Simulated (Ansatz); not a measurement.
# InSe: random displacements

Computed with DFT PBE+D3(BJ), scalar-relativistic, plane waves, PAW (Ansatz). Settings: plane waves to 300 eV, k-mesh 6×6×6 (Γ-centred), Gaussian smearing 0.03 eV. The mesh is coarse. The cutoff lies under the one recommended for these potentials. No spin polarisation. Energies are free energies at this smearing, counted from the undisturbed cell; pressure is positive in compression.

The undisturbed cell (as given, not relaxed at this level):

```yaml
crystal:
  lattice:
    - [2.00000, 1.15470, 8.31667]
    - [-2.00000, 1.15470, 8.31667]
    - [0.00000, -2.30940, 8.31667]
  atoms:
    - { symbol: In, position: [0.00000, 0.00000, 0.00000] }
    - { symbol: In, position: [0.11220, 0.11220, 0.11220] }
    - { symbol: Se, position: [0.61550, 0.61550, 0.61550] }
    - { symbol: Se, position: [0.83000, 0.83000, 0.83000] }
```

The atoms are displaced (Å, in the unstrained cell):

```
atom ux uy uz
 In1  -0.003  -0.020  -0.210
 In2   0.014  -0.039   0.010
 Se3  -0.092   0.150   0.138
 Se4   0.081  -0.091   0.062
```

Strain (Voigt, engineering shear): (0.0102, -0.0052, -0.0117, 0.0058, 0.0094, -0.0139).

Problem. What are the energy change, the stress and the forces?

Solution. ΔE = 194.8 meV/atom; stress (xx, yy, zz, yz, xz, xy; compression positive) (3.71, 11.02, 0.68, 3.61, -1.98, 1.59) GPa; gap on the mesh 0.26 eV.
```tsv
atom	Fx (eV/Å)	Fy	Fz
In1	-0.72	2.33	3.21
In2	0.31	-0.12	-0.67
Se3	0.81	-2.45	-2.59
Se4	-0.41	0.25	0.04
```

Cost: 1 run of about 0.3 core-minutes, on Arm Neoverse V2 (shared hosts).